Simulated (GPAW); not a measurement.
Ir:

```
CELL_PARAMETERS angstrom
0.00000 1.91560 1.91560
1.91560 0.00000 1.91560
1.91560 1.91560 0.00000
ATOMIC_POSITIONS crystal
Ir 0.00000 0.00000 0.00000
```

Base run:

```yaml
Program: GPAW 26.7.0
Functional: LDA
Potentials_or_basis: PAW data sets generated in the run's folder for this functional
Cutoff: 600 eV
Basis: pw
k_mesh: 12 × 12 × 12
Occupations: fermi-dirac, width 0.05 eV
Spin: no spin polarisation
```

Its results: pressure -8.8 GPa.

Problem. The run is repeated on the same cell with these changes: potentials or basis from PAW data sets generated in the run's folder for this functional to JTH PAW 2.0, LDA; band points from 80 to 60. What comes out?

Solution. Pressure -8.0 GPa.

Caveats: the program truncates these outside data sets (some runs).
